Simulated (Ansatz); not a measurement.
CuI (Marshite):

```
CELL_PARAMETERS angstrom
0.00000 3.03150 3.03150
3.03150 0.00000 3.03150
3.03150 3.03150 0.00000
ATOMIC_POSITIONS crystal
I 0.00000 0.00000 0.00000
Cu 0.75000 0.75000 0.75000
```

Base run:

* Program: Ansatz 0.2.0
* Functional: PBE
* Potentials or basis: all-electron PAW datasets made for the crystal
* Cutoff: 250 eV
* Density cutoff: 1250 eV
* k mesh: 8 × 8 × 8
* Occupations: fixed
* Spin: no spin polarisation

Its results: band gap on the k mesh 1.12 eV, direct; electronic dielectric tensor (diagonal) 6.30.

Question: The run is repeated on the same cell with these changes: functional from PBE to LDA. What comes out?

Answer: Band gap on the k mesh 0.94 eV, direct; electronic dielectric tensor (diagonal) 6.55.

Caveats: the program warned that the printed levels may be off, so bands, gaps and densities of states are rough; spin-orbit coupling is left out, which moves the levels of the heavy elements.

A k mesh can miss the band edges.

Not every run made on this cell is shown here.
